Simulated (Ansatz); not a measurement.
The system is Pt.

```
Pt
1.0
    -1.58422    1.58422    1.58422
     1.58422   -1.58422    1.58422
     1.58422    1.58422   -1.58422
Pt
1
Direct
  0.00000 0.00000 0.00000
```

This isn't the form of Pt at room conditions, which is fcc.

| Property | Result |
| --- | --- |
| Program | Ansatz 0.2.0 |
| Task | relaxation of cell and atoms |
| Functional | LDA |
| Potentials or basis | Ansatz PAW |
| Cutoff | 420 eV (not typed: the program's choice for these potentials) |
| k mesh | 12 × 12 × 12 |
| Occupations | fermi-dirac, width 0.05 eV |
| Spin | no spin polarisation |

At the start: volume 15.90 Å³/atom.

**Question.** Where does the relaxation end?

**Answer.** It ends after 6 steps and the volume is 14.91 Å³/atom (-6.3 %); space group Im-3m (No. 229, to 0.05 Å).

Step by step:
| step | energy change (eV) | largest force (eV/Å) | volume (Å³) |
| --- | --- | --- | --- |
| 1 | 0.0000 | 0.0000 | 15.90 |
| 2 | -0.0522 | 0.0000 | 15.08 |
| 3 | -0.0540 | 0.0000 | 14.91 |
| 4 | -0.0537 | 0.0000 | 14.91 |
| 5 | -0.0537 | 0.0000 | 14.91 |
| 6 | -0.0537 | 0.0000 | 14.91 |

Final structure:
```yaml
crystal:
  lattice:
    - [-1.55047, 1.55047, 1.55047]
    - [1.55047, -1.55047, 1.55047]
    - [1.55047, 1.55047, -1.55047]
  atoms:
    - { symbol: Pt, position: [0.00000, 0.00000, 0.00000] }
```

Caveat: the plane-wave basis is chosen anew once the cell has moved, so the energies of steps on either side of that aren't comparable; the PAW data sets come from PBE, with cores solved anew for the run's functional, which leaves a small shift of forces and pressure.
